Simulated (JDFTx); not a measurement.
InAs: equation of state with r2SCAN

Crystal: InAs.

```xyz
2
Lattice="0.0000 3.0180 3.0180 3.0180 0.0000 3.0180 3.0180 3.0180 0.0000" Properties=species:S:1:pos:R:3 pbc="T T T"
In    0.0000    0.0000    0.0000
As    4.5270    4.5270    4.5270
```

| Quantity | Value |
| --- | --- |
| Program | JDFTx 1.7.0 (patched build) |
| Task | equation of state |
| Functional | r2SCAN |
| Potentials or basis | SG15-PBE-1.2 with smoothed tails |
| Cutoff | 1088 eV |
| Density cutoff | 8708 eV |
| k mesh | 6 × 6 × 6 |
| Occupations | fermi-dirac, width 0.05 eV |
| Spin | no spin polarisation |
| Local potential set to -Z/r beyond | 6 bohr |
| Bands | 15 |
| Density cutoff over wavefunction cutoff | 8 |
| Max SCF steps | 100 |
| SCF threshold on the energy | 1e-09 Ha |
| Solver of the electrons | scf |

```
Equilibrium volume                      : 28.34 Å³/atom
Bulk modulus                            : 56 GPa
Pressure derivative of the bulk modulus : 4.5
```

Energy against volume, from the lowest point:
```
volume (Å³/atom)  energy (meV/atom)
          25.840              45.51
          26.389              26.47
          26.939              12.96
          27.489               4.35
          28.039               0.18
          28.588               0.00
          29.138               3.38
```

Caveat: the potentials were made for another functional, which shifts forces and pressure. Zero-point motion and thermal expansion aren't in these numbers.
